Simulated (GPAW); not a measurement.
C:

```
C
1.0
     2.12732   -1.22828    0.00000
     2.12732    1.22828    0.00000
    -1.37907    0.00000    3.50283
C
2
Direct
  0.16664 0.16664 0.99991
  0.83336 0.83336 0.00009
```

This is a stacking variant of graphite.

Base run:

```yaml
Program: GPAW 26.7.0
Functional: LDA
Potentials_or_basis: the program's PAW data sets (release 1.2.1) made for this functional
Cutoff: 800 eV
Basis: pw
k_mesh: 10 × 10 × 6
Occupations: fermi-dirac, width 0.05 eV
Spin: no spin polarisation
```

Its results: pressure -4.3 GPa; largest force 0.005 eV/Å.

The run is repeated on the same cell with these changes: functional from LDA to r2SCAN; potentials or basis from the program's PAW data sets (release 1.2.1) made for this functional to GPAW PAW data sets (gpaw-data 1.2.1). What comes out?

Pressure -0.5 GPa; largest force 0.012 eV/Å.

Caveats: the PAW data sets were made with another functional, which shifts forces and pressure a little (some runs).

Not every run made on this cell is shown here.
